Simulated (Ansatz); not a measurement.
**Boron, bcc: HSE06 at the PBE geometry**

Aim: see what exact exchange does to the levels, and what it costs. Spin polarisation is left out. The geometry was relaxed under PBE beforehand and is kept. Exact exchange is dear, so the k-mesh is coarse, and PBE is run on the same mesh for comparison.

Computed with Ansatz 0.2.0 (DFT, plane waves (420 eV) with PBE-made PAW files, scalar-relativistic; functionals as named at each step, unless a step says otherwise).

## Step 1: Starting point

It takes space group Im-3m (No. 229, cubic). The conventional cell has a = 2.308 Å, b = 2.308 Å, c = 2.308 Å, α = 90.00°, β = 90.00°, γ = 90.00°. B (site symmetry m-3m) has 8 B at 2.00 Å as nearest neighbours.

As a file:

```xyz
1
Lattice="-1.1540 1.1540 1.1540 1.1540 -1.1540 1.1540 1.1540 1.1540 -1.1540" Properties=species:S:1:pos:R:3 pbc="T T T"
B     0.0000    0.0000    0.0000
```

## Step 2: PBE on the coarse mesh

The run with PBE.

File input.yaml:

```yaml
crystal:
  lattice:
    - [-1.1539685227, 1.1539685227, 1.1539685227]
    - [1.1539685227, -1.1539685227, 1.1539685227]
    - [1.1539685227, 1.1539685227, -1.1539685227]
  atoms:
    - { symbol: B, position: [0.0, 0.0, 0.0] }
hamiltonian:
  xc: pbe
  pseudopotentials:
    kind: paw
    azcp:
      B: "pseudopotentials/B.paw.azcp"
basis:
  ecutwfc: 420
  fft_grid_basis: typed
kpoints:
  mp_grid: { grid: [10, 10, 10], shift: [0, 0, 0] }
magnetization:
  spin_polarized: false
scf:
  occupations: { method: fermi_dirac, width: 0.1 }
```

The run is started by

```console
> ansatz run input.yaml --threads 4 --pin off --max-ram 8192MiB --backend cpu --events-out ev --progress --plain --runs-dir out
```

## Step 3: HSE06 on the coarse mesh

The run with HSE06.

Edit input.yaml of step 2 so:

```diff
@@ -8,3 +8,3 @@
 hamiltonian:
-  xc: pbe
+  xc: hse06
   pseudopotentials:
```

(Steps that only read results are left out.)

Q: Predict the outcome of this session. Wanted: PBE: gap; HSE06: gap; HSE06: relative to alpha-rhombohedral.

**Answer**, as computed:

| quantity | value |
| --- | --- |
| PBE: gap | none (levels filled in part) |
| HSE06: gap | none (levels filled in part) |
| HSE06: SCF cycles, exchange loops | 10, 2 |
| HSE06: CPU time over that of PBE | 12 |
| HSE06: relative to alpha-rhombohedral (B12) | +1899 meV/atom |

**Reading.** Both PBE and HSE06 leave levels filled in part. HSE06 cost 12 times the CPU time of PBE. The exchange operator of HSE06 was renewed in 2 outer loops. The dense-mesh value adds -10.5 meV/atom, the change that PBE shows between the coarse mesh and its own dense run (not shown). Under HSE06 it lies 1899 meV/atom above alpha-rhombohedral (B12) (computed apart in the same way); on such meshes a few tens of meV are uncertain for metals. The total energies in the logs cannot be compared from one functional to another.
